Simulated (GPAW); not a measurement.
## Fitting the BLYP+D4 energy curve of GaAs

Space group F-43m (No. 216). a = 5.654 Å, b = 5.654 Å, c = 5.654 Å, α = 90.00°, β = 90.00°, γ = 90.00°
| atom | site | symmetry | x | y | z |
| --- | --- | --- | --- | --- | --- |
| As | 4d | -43m | 0.2500 | 0.2500 | 0.7500 |
| Ga | 4a | -43m | 0.0000 | 0.0000 | 0.0000 |

The cell was scaled at fixed shape and fractions and run with GPAW, PAW data sets generated for this functional, cutoff 600 eV; BLYP+D4, k mesh 8 × 8 × 8 on the cell of 2 atoms, fermi-dirac occupations of 0.05 eV, no spin polarisation, no spin-orbit coupling. Energies are those that the program minimises, any entropy of the smearing included.

```csv
V (Å³/atom),energy over the lowest row (meV/atom)
21.2342,38.60
21.6860,?
22.1378,9.62
22.5896,2.64
23.0414,0.00
23.4932,1.14
23.9450,5.62
```

Fit the third-order Birch-Murnaghan form, give V0, B0 and B′, and predict the energy left open.

With y = (V0/V)^(2/3), E = E0 + (9 V0 B0/16) [(y - 1)³ B′ + (y - 1)² (6 - 4y)]. Least squares through the rows shown give V0 = 23.1246 Å³/atom, E0 = -0.07 meV, B0 = 67.30 GPa (1 eV/Å³ = 160.218 GPa) and B′ = 5.16, with a largest miss of 0.02 meV. At V = 21.6860 the form with these constants gives 21.38 meV; the run gave 21.40 meV an atom. Measured volume: 22.58 Å³/atom at 298 K (a printed reference work), so the fit lies +2.4 % from it. The runs are for a static lattice.
